**Question: Why does Hartree-Fock push this WSe₂ crystal outward when more exact exchange seems to pull it in?**

I computed the stress on one WSe₂ cell with five functionals and kept the atoms fixed throughout. Positive values mean that the cell is under compression and would expand if released.

Pressure and stress of bulk WSe₂ (P-6m2, 3 atoms) at the fixed r2SCAN+rVV10 geometry, computed with Ansatz 0.2.0 using hybrid functionals and Hartree-Fock. All runs use plane waves with PAW, a 420 eV cutoff, a 6×6×4 k mesh and fixed occupations, without spin polarisation or spin-orbit coupling. Positive values mean compression.

```tsv
functional	pressure (GPa)	stress xx (GPa)	stress yy (GPa)	stress zz (GPa)
DDH-PBE0	1.600	1.200	1.200	2.400
HSE06	-0.800	-1.100	-1.100	-0.300
Hartree-Fock	2.700	3.900	3.900	0.300
LC-wPBE	-5.100	-5.600	-5.600	-3.900
PBE0	-0.800	-1.200	-1.200	-0.100
```

PBE0 contains more exact exchange than DDH-PBE0, and its pressure is lower. LC-wPBE, with full exact exchange at long range, goes lower still. I took this for a rule: the more exact exchange, the tighter the crystal. Hartree-Fock, which has nothing but exact exchange, should then give the most negative pressure of all, yet it gives the most positive one. Is the rule wrong, does the pressure really follow the band gap, or is this about how the layers attract each other?

**Answer**

It helps to picture what holds the cell at its size. WSe₂ consists of sheets, each a plane of W between two planes of Se, with strong bonds inside a sheet and weak forces between sheets. The cell was taken from a different functional, one that includes dispersion, the weak attraction between distant electron clouds. Your stresses therefore tell how each method would like to change that cell, and they are not errors against experiment.

**Is it the attraction between layers?**

This can be tested, because stress zz mixes two things. Stretching the cell along the stacking direction, with the atoms carried along, makes each sheet thicker and also widens the space between sheets. The first part is known from the forces on the Se atoms. If they are pulled towards the W plane, the sheet wants to be thinner, and that makes stress zz more negative.

LC-wPBE shows the size of this effect. Each Se atom sits 1.67 Å from the W plane and is pulled inward with 0.71 eV/Å, and the cell volume is 3 × 22.55 ≈ 67.7 Å³. The two Se atoms contribute −2 × 1.67 × 0.71 / 67.7 ≈ −0.035 eV/Å³, which is −5.6 GPa. Taking this away from the total of −3.9 GPa leaves +1.7 GPa for the spacing between sheets.

The same subtraction leaves between 1.5 and 1.7 GPa in DDH-PBE0, HSE06 and PBE0 as well, although their total stress zz differs widely. I inferred which way the forces point from this agreement: with the opposite choice, the four remainders would scatter over almost 13 GPa. So the spacing between sheets can't be what orders these four functionals. They differ in how tightly they bind the sheet itself.

The common outward push has a likely cause. None of the five functionals contains a dispersion term, whereas the cell was made with one, so part of the attraction between sheets is gone. The functional behind the cell also treats exchange and the rest of correlation differently, so I would not assign the whole 1.6 GPa to dispersion. The value also belongs to this stacking, with Se directly above Se, and not to the more common 2H form.

**Does the pressure follow the band gap?**

Two pairs of rows speak against it. Hartree-Fock and LC-wPBE have gaps of 6.0 and 5.8 eV, yet their pressures differ by 7.8 GPa and have opposite signs. HSE06 and PBE0 differ by 0.67 eV in the gap, and their pressures agree to the digits shown.

The second pair also hints at which part of exchange matters. HSE06 is essentially PBE0 with the exact exchange between distant electrons replaced by PBE exchange. That distant part opens the gap but hardly changes the pressure. This suggests that the stress responds mainly to exchange within a few ångström, a range in which LC-wPBE already has a large exact share. The small differences between HSE06 and PBE0 in the stress components should not be ranked, since the stresses were only loosely converged.

**Does exact exchange tighten the crystal?**

It does where the comparison is clean. DDH-PBE0 and PBE0 share the same ingredients and differ only in the fraction of exact exchange. Going from the first to the second lowers the pressure by 2.4 GPa and turns the force on Se from outward to inward.

Raising the fraction swaps some PBE exchange for exact exchange, and to first order the energy changes by that share of the difference between the two. Since the pressure falls, exact exchange must gain on PBE exchange when the crystal is squeezed. A likely reason lies in PBE, whose exchange favours densities that vary steeply, and with them atoms that stand further apart. This fits the familiar behaviour of plain PBE, the zero end of this series, which tends to give solids slightly too large a lattice.

Your rule fails when it is carried to Hartree-Fock, and one can estimate by how much. If the orbitals changed little, the energy would be a straight line in the fraction of exact exchange, and so would the pressure. PBE0 has a fraction of 0.25. DDH-PBE0 uses the inverse of the dielectric constant, which is above zero, and its smaller gap shows that it is below 0.25. The two fractions therefore differ by less than 0.25, and the line falls by more than 2.4 / 0.25 = 9.6 GPa per unit of fraction.

From PBE0 to full exact exchange the fraction grows by 0.75. The line then arrives at −0.8 − 0.75 × 9.6 = −8.0 GPa or lower. Hartree-Fock gives +2.7 GPa, more than 10 GPa above it. The Hartree-Fock row was not used to draw the line. Over so long a stretch the orbitals do change and the line may bend, so the distance is a rough measure, but it is larger than the whole spread of pressures in your table.

**What Hartree-Fock leaves out**

The line describes a method with full exact exchange and PBE correlation. Hartree-Fock has the exchange but no correlation. Correlation is the way electrons of all spins avoid each other beyond what exchange already enforces. PBE estimates it from the density and its gradient, and in that form it usually lowers the energy more strongly when the electrons are packed more densely. It then acts as an inward pull, and leaving it out raises the pressure. This is not a law for every bond: in many small covalent molecules Hartree-Fock makes the bonds too short, although it lacks correlation there too.

The pull is strong enough to matter. If the 18 valence electrons of the cell were spread out as a uniform gas, their correlation would contribute a negative pressure of the order of 10 GPa. The real electron density is far from uniform, so only the order of magnitude counts, but it is the size needed to bring Hartree-Fock from the line to its actual place.

The space between the sheets points the same way. There Hartree-Fock keeps an outward stress of 3.7 GPa, about 2 GPa more than the other four. They lack dispersion but still have PBE correlation where the electron clouds of facing Se atoms overlap, and Hartree-Fock lacks even that.

I therefore read your table as two inward pulls. One grows with the share of exact exchange within a few ångström, and the other comes from correlation. The four functionals with correlation all keep the second pull and differ mainly in the first; Hartree-Fock has the first in full and loses the second. The numbers rule out the gap and the layer spacing as the ordering cause, but the role of correlation remains an argument. A calculation on the same atoms with full exact exchange plus PBE correlation would test it directly: the pressure should drop far below the Hartree-Fock value.

**Where this picture is too simple**

A single pressure hides a change of shape in Hartree-Fock. Stress xx and stress yy, the two directions within the sheet, are both +3.9 GPa, so the sheet wants to become wider. At the same time its Se atoms are pulled inward, so it wants to become thinner. Two general inward pulls do not explain why the balance between gaining one and losing the other tips outward within the sheet but inward across its thickness.

The same row holds a warning for anyone who uses stress to judge a layered cell. Its stress zz is only 0.3 GPa, which looks almost relaxed, but it is the sum of −3.4 GPa from the Se atoms and +3.7 GPa from the spacing. PBE0 and HSE06 show the same cancellation on a smaller scale. A stress near zero along the stacking direction shows that the layer spacing is relaxed for the chosen method only if the forces on the atoms are near zero too.
